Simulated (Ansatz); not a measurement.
# C (Cmme) in Ansatz: a series of runs

The runs below take C through single point, equation of state, with r2SCAN.

Everything below comes from runs of Ansatz 0.2.0. Logs are shortened: lines on timing, memory, paths and dates and some standing lists are left out, and cuts for length are marked.

**1. The crystal as given**

It takes space group Cmme (No. 67, orthorhombic). The conventional cell has a = 2.456 Å, b = 4.254 Å, c = 7.173 Å, α = 90.00°, β = 90.00°, γ = 90.00°. Around C (site symmetry m) lie 3 C at 1.42 Å.

This is a stacking variant of graphite.

**2. Single point, r2SCAN, 8.81 Å³/atom (volume scaled by 0.94)**

input.yaml

```yaml
crystal:
  lattice:
    - [1.2029787322, -2.0836402113, 0.0]
    - [1.2029787322, 2.0836402113, 0.0]
    - [0.0, 0.0, 7.0268334518]
  atoms:
    - { symbol: C, position: [0.91662054, 0.08337946, 0.7531376] }
    - { symbol: C, position: [0.41662054, 0.58337946, 0.2468624] }
    - { symbol: C, position: [0.08337946, 0.91662054, 0.2468624] }
    - { symbol: C, position: [0.58337946, 0.41662054, 0.7531376] }
hamiltonian:
  xc: r2scan
  pseudopotentials: { kind: paw }
kpoints:
  mp_grid: { grid: [12, 12, 4] }
scf:
  occupations: { method: fermi_dirac, width: 0.05 }
output:
  forces: true
  stress: true
  eigenvalues: true
```

Potentials or basis: Ansatz PAW.

The run is started by

```bash
> ansatz run input.yaml --threads 2 --pin off --max-ram 5632MiB --backend cpu --events-out ev --progress --plain --runs-dir out
```

The log of the run:

```text
Warning: RAYON_NUM_THREADS=2 ignored (pool sized by the plan → 2); use --threads N
Engine: ansatz 0.2.0, x86_64-unknown-linux-gnu
Pseudopotentials: kind: paw
Pseudopotential: C, paw, valence charge 4, recommended cutoff 500 eV (meta_gga), C.paw.azcp
Functional definition: r2SCAN
  parameter k0 = 0.174
  parameter k1 = 0.065
  parameter a1 = 4.9479
  exchange = r2scan_x(k0 = k0, k1 = k1, a1 = a1)
  correlation = r2scan_c
Crystal: 4 atoms, lattice volume = 35.227 Å³
Basis set: ecut = 500 eV, 931 PW (Γ), exchange–correlation on 72×72×216 points (64 copies of the dense FFT grid, shifted against one another)
Bands: 12, of which v1, the nominal top of the filled ones, is band 8 counted from 1 (7 counted from 0)
Symmetry: 8 space group operations
Space group: Cmme (ITA 67), of the structure as read, at distance tolerance 3.3e-5 Å
k-points: 129 of 576
Non-local potential: C, projectors of the file, l = 0: 2, l = 1: 2, l = 2: 1
PAW form: soft (Blöchl's): semilocal exchange-correlation on the pseudo side does not see the compensation charge
PAW frozen core: C, regenerated for the run's functional (the file was generated under x = pbe(κ = 0.804, μ = 0.2195149727645171), c = pbe(β = 0.06672455060314922))
PAW one-centre angular grid: C, 302 points (default); XC on 239 of its mesh's 2573 points in the sphere
Initial density: superposition of atomic densities (neutral atoms: chi_scale 0, normalization atom), corrected by the library's trained network
Initial wavefunctions: pseudopotential atomic-orbital guess
Functional: x = r2scan, c = r2scan; τ floored in thin density (d = 2e-4 eV/Å³)
SCF iter   1: F=—  HF=-1006.460852 eV  |F-HF|=—  |Δ(HF+E_count)|=         —  Δρ=6.87e-3  dr2=4.68e-3  dr2_τ=9.75e-1  ethr=1.77e-3  ⟨swp⟩=6.4  Hψ=9021  notcnv=0
preconditioner: auto → LDOS  [metal: Δε(μ)=0.027 eV  Ē_g=17.091 eV  σ=0.050 eV  W_gap=0.14  n_scr=4 (ndim 8)  ℏωp=25.0 eV  f_vac=0.040  D(μ)=0.18/eV (n_scr^D=2)  β→1.0]
SCF iter   2: F=—  HF=-1006.540910 eV  |F-HF|=—  |Δ(HF+E_count)|=   8.01e-2  Δρ=1.15e-3  dr2=1.44e-4  dr2_τ=1.52e-5  ethr=2.92e-5  ⟨swp⟩=2.1  Hψ=4150  notcnv=0
SCF iter   3: F=—  HF=-1006.541009 eV  |F-HF|=—  |Δ(HF+E_count)|=   9.87e-5  Δρ=2.30e-4  dr2=3.90e-5  dr2_τ=7.34e-7  ethr=8.98e-7  ⟨swp⟩=2.4  Hψ=2553  notcnv=0
SCF iter   4: F=—  HF=-1006.541001 eV  |F-HF|=—  |Δ(HF+E_count)|=   7.70e-6  Δρ=8.24e-5  dr2=6.98e-6  dr2_τ=1.15e-7  ethr=2.44e-7  ⟨swp⟩=2.0  Hψ=2115  notcnv=0
SCF iter   5: F=—  HF=-1006.541000 eV  |F-HF|=—  |Δ(HF+E_count)|=   1.82e-6  Δρ=1.79e-5  dr2=3.98e-7  dr2_τ=3.34e-9  ethr=4.36e-8  ⟨swp⟩=2.3  Hψ=2022  notcnv=0
SCF iter   6: F=-1006.540999 eV  HF=-1006.540999 eV  |F-HF|=1.68e-9  |Δ(HF+E_count)|=   7.89e-8  Δρ=2.30e-6  dr2=2.86e-9  dr2_τ=4.28e-11  ethr=6.25e-10  ⟨swp⟩=6.1  Hψ=7445  notcnv=0
SCF 1 converged in 6 iterations: F = -1006.540999 eV  dr2 = 2.86e-9
SCF converged after 6 iterations
Free energy (F): -1006.540999 eV
Harris-Foulkes:  -1006.540999 eV  (|F-HF|=1.68e-9)
Internal energy: -1006.539611 eV  (E = F + TS)
E sigma→0 (E₀):  -1006.540305 eV
Entropy (-TS):   -0.001389 eV (-0.347 meV/atom)
Fermi energy:    6.986703 eV
--- Per-component energies (eV) ---
  E_band       = -48.474377
  E_kinetic    = 371.181794
  E_local      = -681.424416  (includes V_loc(G=0)·N_el)
  E_nonlocal   = 109.786001
  E_hartree    = 214.854103
  E_xc         = -190.910595
  E_vxc        = -264.568998  (∫ρ·V_xc dr)
  E_paw        = -404.285023  (= ΣΔE_a)
  E_vpaw       = -27.963224  (= ΣTr[D̂ρ^β])
  E_aug_tail   = 0.000023  (compensation charges beyond the density's cutoff)
  E_vtau       = 14.806335  (kinetic-family band-sum trace: ∫τ·v_τ [+ j·A + Jᵃ·Aᵃ] dr)
  E_ewald      = -425.642402
  E_core_change = -0.099095  (= ΣΔE_core)
  E_smearing   = -0.001389  (= −TS)
  E_closure    = -0.000000  (closes the sum)
  Σ components = -1006.540999   (vs F -1006.540999, Δ=0.00e0)
--- Forces (eV/Å), atoms counted from 1 ---
  atom   1  C     -0.00000000    -0.02380930    -0.00765719
  atom   2  C     -0.00000000    -0.02380930     0.00765719
  atom   3  C      0.00000000     0.02380930     0.00765719
  atom   4  C      0.00000000     0.02380930    -0.00765719
  max |Σ_I F_I| component: 6.94e-18 eV/Å
--- Stress (GPa, compression-positive) ---
       27.735837      -0.000000      -0.000000
       -0.000000      27.432075      -0.000000
       -0.000000      -0.000000       0.050307
  P = ⅓ Tr σ = 18.4061 GPa (184.061 kbar)
--- Band table (eV; the first three rows and the last of 129) ---
  k-point 0: bands = ["-14.4835", "-14.2840", "-2.3130", "-0.7628", "3.7670", "3.7737", "3.7738", "3.7944", "10.7503", "16.1306", "16.1688", "16.1911"]
  k-point 1: bands = ["-14.4557", "-14.3139", "-2.1166", "-1.0260", "3.7680", "3.7729", "3.7766", "3.7915", "11.4133", "15.3805", "16.1403", "16.1720"]
  k-point 2: bands = ["-14.3963", "-14.3755", "-1.6548", "-1.5522", "3.7699", "3.7709", "3.7826", "3.7855", "13.0353", "13.2790", "16.1601", "16.1678"]
  k-point 128: bands = ["-8.5697", "-8.5533", "-7.5344", "-7.5222", "-0.0391", "-0.0349", "4.2868", "4.3722", "8.7371", "8.8175", "15.3832", "15.4116"]
```

It took 2.2 s on 2 threads of Intel Xeon 6975P-C (Granite Rapids), shared host; peak memory 0.43 GiB.

What came out:

```yaml
Free_energy: -1006.5410 eV
Pressure: 18.4 GPa
Largest_force: 0.025 eV/Å
Band_gap_on_the_k_mesh: 0.03 eV
```

Caveat: the PAW data sets come from PBE, with cores solved anew for the run's functional, which leaves a small shift of forces and pressure.

**3. Single point, r2SCAN, 8.99 Å³/atom (volume scaled by 0.96)**

input.yaml: that of step 2 with these lines changed.

```diff
@@ -2,5 +2,5 @@
   lattice:
-    - [1.2029787322, -2.0836402113, 0.0]
-    - [1.2029787322, 2.0836402113, 0.0]
-    - [0.0, 0.0, 7.0268334518]
+    - [1.2114506926, -2.0983142173, 0.0]
+    - [1.2114506926, 2.0983142173, 0.0]
+    - [0.0, 0.0, 7.0763198248]
   atoms:
@@ -21 +21,5 @@
   eigenvalues: true
+  write_density: true
+  write_potential: true
+  elf: true
+  volumetric_format: npy
```

Potentials or basis: Ansatz PAW.

The run is started by

```bash
> ansatz run input.yaml --threads 2 --pin off --max-ram 5632MiB --backend cpu --events-out ev --progress --plain --runs-dir out
```

It took 3.4 s on 2 threads of Intel Xeon 6975P-C (Granite Rapids), shared host; peak memory 0.44 GiB.

It converged, with:

```yaml
Free_energy: -1006.6111 eV
Pressure: 11.7 GPa
Largest_force: 0.024 eV/Å
Band_gap_on_the_k_mesh: 0.03 eV
```

Caveat: the PAW data sets come from PBE, with cores solved anew for the run's functional, which leaves a small shift of forces and pressure.

**4. Single point, r2SCAN, 9.18 Å³/atom (volume scaled by 0.98)**

input.yaml: that of step 3 with these lines changed.

```diff
@@ -2,5 +2,5 @@
   lattice:
-    - [1.2114506926, -2.0983142173, 0.0]
-    - [1.2114506926, 2.0983142173, 0.0]
-    - [0.0, 0.0, 7.0763198248]
+    - [1.219805789, -2.1127858072, 0.0]
+    - [1.219805789, 2.1127858072, 0.0]
+    - [0.0, 0.0, 7.1251235727]
   atoms:
@@ -21,5 +21 @@
   eigenvalues: true
-  write_density: true
-  write_potential: true
-  elf: true
-  volumetric_format: npy
```

The run is started by

```bash
> ansatz run input.yaml --threads 2 --pin off --max-ram 5632MiB --backend cpu --events-out ev --progress --plain --runs-dir out
```

It took 2.7 s on 2 threads of Intel Xeon 6975P-C (Granite Rapids), shared host; peak memory 0.43 GiB.

The run converged. Its results:

```yaml
Free_energy: -1006.6510 eV
Pressure: 5.5 GPa
Largest_force: 0.023 eV/Å
Band_gap_on_the_k_mesh: 0.03 eV
```

Caveat: the PAW data sets come from PBE, with cores solved anew for the run's functional, which leaves a small shift of forces and pressure.

**5. Single point, r2SCAN, 9.37 Å³/atom**

input.yaml: that of step 4 with these lines changed.

```diff
@@ -2,5 +2,5 @@
   lattice:
-    - [1.219805789, -2.1127858072, 0.0]
-    - [1.219805789, 2.1127858072, 0.0]
-    - [0.0, 0.0, 7.1251235727]
+    - [1.22804797, -2.12706182, 0.0]
+    - [1.22804797, 2.12706182, 0.0]
+    - [0.0, 0.0, 7.17326776]
   atoms:
```

The run is started by

```bash
> ansatz run input.yaml --threads 2 --pin off --max-ram 5632MiB --backend cpu --events-out ev --progress --plain --runs-dir out
```

Wall time 2.8 s (2 threads of Intel Xeon 6975P-C (Granite Rapids), shared host); peak memory 0.43 GiB.

It converged, with:

```yaml
Free_energy: -1006.6634 eV
Pressure: -0.1 GPa
Largest_force: 0.021 eV/Å
Band_gap_on_the_k_mesh: 0.03 eV
```

Caveat: the PAW data sets come from PBE, with cores solved anew for the run's functional, which leaves a small shift of forces and pressure.

**6. Single point, r2SCAN, 9.56 Å³/atom (volume scaled by 1.02)**

input.yaml: that of step 5 with these lines changed.

```diff
@@ -2,5 +2,5 @@
   lattice:
-    - [1.22804797, -2.12706182, 0.0]
-    - [1.22804797, 2.12706182, 0.0]
-    - [0.0, 0.0, 7.17326776]
+    - [1.236180975, -2.1411487327, 0.0]
+    - [1.236180975, 2.1411487327, 0.0]
+    - [0.0, 0.0, 7.220774229]
   atoms:
@@ -21 +21,5 @@
   eigenvalues: true
+  write_density: true
+  write_potential: true
+  elf: true
+  volumetric_format: npy
```

Potentials or basis: Ansatz PAW.

The run is started by

```bash
> ansatz run input.yaml --threads 2 --pin off --max-ram 5632MiB --backend cpu --events-out ev --progress --plain --runs-dir out
```

Wall time 3.8 s (2 threads of Intel Xeon 6975P-C (Granite Rapids), shared host); peak memory 0.46 GiB.

Results (log left out):

```yaml
Free_energy: -1006.6507 eV
Pressure: -5.2 GPa
Largest_force: 0.020 eV/Å
Band_gap_on_the_k_mesh: 0.02 eV
```

Caveat: the PAW data sets come from PBE, with cores solved anew for the run's functional, which leaves a small shift of forces and pressure.

**7. Single point, r2SCAN, 9.74 Å³/atom (volume scaled by 1.04)**

input.yaml: that of step 6 with these lines changed.

```diff
@@ -2,5 +2,5 @@
   lattice:
-    - [1.236180975, -2.1411487327, 0.0]
-    - [1.236180975, 2.1411487327, 0.0]
-    - [0.0, 0.0, 7.220774229]
+    - [1.2442083491, -2.1550526854, 0.0]
+    - [1.2442083491, 2.1550526854, 0.0]
+    - [0.0, 0.0, 7.2676636872]
   atoms:
@@ -21,5 +21 @@
   eigenvalues: true
-  write_density: true
-  write_potential: true
-  elf: true
-  volumetric_format: npy
```

The run is started by

```bash
> ansatz run input.yaml --threads 2 --pin off --max-ram 5632MiB --backend cpu --events-out ev --progress --plain --runs-dir out
```

It took 2.7 s on 2 threads of Intel Xeon 6975P-C (Granite Rapids), shared host; peak memory 0.46 GiB.

Results (log left out):

| Property | Result |
| --- | --- |
| Free energy | -1006.6151 eV |
| Pressure | -9.9 GPa |
| Largest force | 0.019 eV/Å |
| Band gap on the k mesh | 0.02 eV |

Caveat: the PAW data sets come from PBE, with cores solved anew for the run's functional, which leaves a small shift of forces and pressure.

**8. Single point, r2SCAN, 9.93 Å³/atom (volume scaled by 1.06)**

input.yaml: that of step 7 with these lines changed.

```diff
@@ -2,5 +2,5 @@
   lattice:
-    - [1.2442083491, -2.1550526854, 0.0]
-    - [1.2442083491, 2.1550526854, 0.0]
-    - [0.0, 0.0, 7.2676636872]
+    - [1.2521334568, -2.1687795058, 0.0]
+    - [1.2521334568, 2.1687795058, 0.0]
+    - [0.0, 0.0, 7.3139557868]
   atoms:
@@ -21 +21,5 @@
   eigenvalues: true
+  write_density: true
+  write_potential: true
+  elf: true
+  volumetric_format: npy
```

The run is started by

```bash
> ansatz run input.yaml --threads 2 --pin off --max-ram 5632MiB --backend cpu --events-out ev --progress --plain --runs-dir out
```

Run time: 4.2 s. Hardware: 2 threads of Intel Xeon 6975P-C (Granite Rapids), shared host; peak memory 0.47 GiB.

Results (log left out):

```yaml
Free_energy: -1006.5585 eV
Pressure: -14.2 GPa
Largest_force: 0.018 eV/Å
Band_gap_on_the_k_mesh: 0.02 eV
```

Caveat: the PAW data sets come from PBE, with cores solved anew for the run's functional, which leaves a small shift of forces and pressure.

**9. Equation of state, r2SCAN**

Potentials or basis: Ansatz PAW.

No new run: the results of the series are fitted here.

Results:

* Equilibrium volume: 9.36 Å³/atom
* Bulk modulus at fixed shape and positions: 269 GPa
* Pressure derivative of the bulk modulus: 3.5

Energy against volume, from the lowest point:
| volume (Å³/atom) | energy (meV/atom) |
| --- | --- |
| 8.807 | 30.61 |
| 8.994 | 13.09 |
| 9.181 | 3.10 |
| 9.369 | 0.00 |
| 9.556 | 3.18 |
| 9.744 | 12.08 |
| 9.931 | 26.23 |

Caveat: the cell was scaled at fixed shape and fractional positions, which overstates the stiffness of a crystal with free parameters, most of all of layers and chains; the PAW data sets were made with another functional, which shifts forces and pressure a little.
